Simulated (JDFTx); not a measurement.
# Sb in JDFTx: convergence with k mesh

Sb:

```xyz
2
Lattice="2.1542 1.2437 3.7580 -2.1542 1.2437 3.7580 0.0000 -2.4875 3.7580" Properties=species:S:1:pos:R:3 pbc="T T T"
Sb    0.0000    0.0000    8.6416
Sb    0.0000    0.0000    2.6324
```

```yaml
Program: JDFTx 1.7.0 (patched build)
Task: convergence study
Functional: PBE
Potentials_or_basis: PseudoDojo-SR-PBE-0.5-standard with smoothed tails
Cutoff: 1088 eV
Density_cutoff: 8708 eV
k_mesh: 1 × 1 × 1
Occupations: fermi-dirac, width 0.05 eV
Spin: no spin polarisation
```

These are the settings of the first run; the series varies k mesh, with any setting tied to it.

Hardware: 1 thread of Arm Neoverse V2 (shared host).

| k mesh | energy less the tightest run, at zero smearing (meV/atom) | pressure (GPa) | largest force (eV/Å) | SCF cycles | CPU time (s) | peak memory (GiB) |
| --- | --- | --- | --- | --- | --- | --- |
| 1 × 1 × 1 | 4355.60 | 46.00 | 2.730 | 29 | 20 | 0.16 |
| 2 × 2 × 2 | 979.94 | 9.24 | 1.902 | 31 | 55 | 0.17 |
| 3 × 3 × 3 | -53.01 | 3.45 | 0.096 | 30 | 73 | 0.17 |
| 4 × 4 × 4 | -21.66 | 2.72 | 0.051 | 31 | 150 | 0.19 |
| 5 × 5 × 5 | -18.50 | 2.60 | 0.061 | 33 | 210 | 0.2 |
| 6 × 6 × 6 | -7.36 | 2.73 | 0.094 | 30 | 330 | 0.22 |
| 8 × 8 × 8 | -1.58 | 2.67 | 0.180 | 31 | 650 | 0.36 |
| 10 × 10 × 10 | 0.00 | 2.69 | 0.208 | 30 | 1100 | 0.59 |

Against the tightest run, the pressure stays within 0.1 GPa from 4 × 4 × 4 on. Not settled before the last step: the energy (to 1 meV/atom), the largest force (to 0.005 eV/Å). Meshes of other sizes hit other points, so gaps and Fermi surfaces needn't settle smoothly. The tightest run that finished is the yardstick and may itself not be fully converged.

The run has no spin-orbit coupling, so splittings on Sb are missing.
